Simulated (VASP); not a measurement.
Wanted: the native input for a VASP 6.6.1 run.

* Task: single point
* Functional: PBE
* Dispersion: D3(BJ)
* Potentials or basis: VASP PAW PBE potentials, release 64 (C)
* Cutoff: 520 eV
* k mesh: 14 × 14 × 14
* Occupations: gaussian, width 0.05 eV
* Spin: no spin polarisation
* Dipole correction: no
* Further INCAR settings: ALGO = Normal; EDIFF = 1e-06; NBANDS = 11

The structure of C lies in POSCAR:

```
C
1.0
    0.0000000000      2.1270000000      3.3480000000
    1.2280000000      0.0000000000      3.3480000000
    1.2280000000      2.1270000000      0.0000000000
C
2
Direct
    0.1666700000      0.8333300000      0.1666700000
    0.8333300000      0.1666700000      0.8333300000
```

This isn't the form of C at room conditions, which is graphite.

These files were run (other wordings do the same):

INCAR

```
  ALGO = Normal
  EDIFF = 1E-6
  ENCUT = 520
  GGA = PE
  ISIF = 2
  ISMEAR = 0
  IVDW = 12
  LASPH = T
  LCHARG = T
  LELF = T
  LREAL = F
  LVHAR = T
  LWAVE = F
  NBANDS = 11
  NELM = 100
  PREC = Accurate
  SIGMA = 0.05
```

KPOINTS

```
k-points
0
Gamma
  14 14 14
```

Potentials or basis: VASP PAW PBE potentials, release 64 (C).

Command:

```sh
$ cat potpaw_PBE.64/C/POTCAR > POTCAR
$ mpirun -np 1 vasp_std > vasp.out
```

It gave:

| Quantity | Value |
| --- | --- |
| Pressure | 3.8 GPa |
| Largest force | 0.031 eV/Å |
| Band gap on the k mesh | 0.36 eV, indirect (least direct gap 0.44 eV) |
| Dispersion energy per atom | -0.157 eV |

It took 44 s on 1 thread of Intel(R) Xeon(R) Platinum 8559C (Emerald Rapids) (shared host), peak memory 0.19 GiB.
